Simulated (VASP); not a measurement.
A run of VASP 6.6.1 is set up as follows.

INCAR

```
PREC     = Accurate       # precision mode
ENCUT    = 600            # plane-wave cutoff, eV
EDIFF    = 1E-6           # SCF threshold, eV
ISMEAR   = 0              # smearing method
SIGMA    = 0.1            # smearing width, eV
LREAL    = False          # projectors in reciprocal space
LASPH    = True           # aspherical terms in the spheres
NELM     = 100            # most SCF steps
ALGO     = Fast           # electronic algorithm
ISIF     = 3              # what is computed and relaxed
LWAVE    = False          # write WAVECAR
LCHARG   = False          # write CHGCAR
GGA      = PS             # functional
IBRION   = 2              # ionic algorithm
NSW      = 100            # ionic steps
EDIFFG   = -0.01          # ionic threshold
```

Contents of KPOINTS:

```
regular mesh
0
Gamma
  24 24 24
```

POSCAR

```
Ti
1.0
   -1.6036513819      1.6036513819      1.6036513819
    1.6036513819     -1.6036513819      1.6036513819
    1.6036513819      1.6036513819     -1.6036513819
Ti
1
Direct
    0.0000000000      0.0000000000      0.0000000000
```

Potentials or basis: VASP PAW PBE potentials, release 64 (Ti_sv).

The run is started by

```sh
$ cat potpaw_PBE.64/Ti_sv/POTCAR > POTCAR
$ mpirun -np 1 vasp_std > vasp.out
```

Problem. Estimate the band gap on the k mesh.

Solution. None (metal or under the smearing width).

Final structure:
```
Ti
1.0
    -1.60365    1.60365    1.60365
     1.60365   -1.60365    1.60365
     1.60365    1.60365   -1.60365
Ti
1
Direct
  0.00000 0.00000 0.00000
```

Caveat: the relaxation stopped at its first step, so nothing moved.
